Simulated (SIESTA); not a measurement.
Crystal: Pb.

```xyz
1
Lattice="-1.9797 1.9797 1.9797 1.9797 -1.9797 1.9797 1.9797 1.9797 -1.9797" Properties=species:S:1:pos:R:3 pbc="T T T"
Pb    0.0000    0.0000    0.0000
```

This isn't the form of Pb at room conditions, which is fcc.

| Item | Value |
| --- | --- |
| Program | SIESTA 5.4.2 |
| Task | single point |
| Functional | PBE |
| Potentials or basis | PseudoDojo 0.4 standard (PBE files) |
| Basis | DZP (energy shift 0.002 Ry) |
| Grid cutoff | 500 Ry |
| Energy shift | 0.002 Ry |
| k mesh | 9 × 9 × 9 |
| Occupations | fermi-dirac, width 0.05 eV |
| Spin | no spin polarisation |

On this cell: pressure 1.6 GPa; band gap on the k mesh none (metal or under the smearing width).

The same run follows on a disturbed copy (cell strained at random at fixed volume):

```
CELL_PARAMETERS angstrom
-2.06690 2.05040 2.08125
1.99925 -1.93748 1.90067
1.99103 1.86160 -1.96833
ATOMIC_POSITIONS crystal
Pb 0.00466 0.99633 0.00314
```

Problem. What does the disturbed cell give?

Solution. The energy (extrapolated to zero smearing) moves by +3.1 meV/atom; pressure 2.2 GPa; band gap on the k mesh none (metal or under the smearing width).

Stress tensor (GPa, compression positive):
```
 2.22  0.31  0.32
 0.31  2.00 -0.47
 0.32 -0.47  2.27
```

Caveats: semicore shells carry a single zeta, which can move pressures by several GPa and volumes by a few percent; the basis of atomic orbitals isn't converged, which shifts pressures, moduli and gaps.
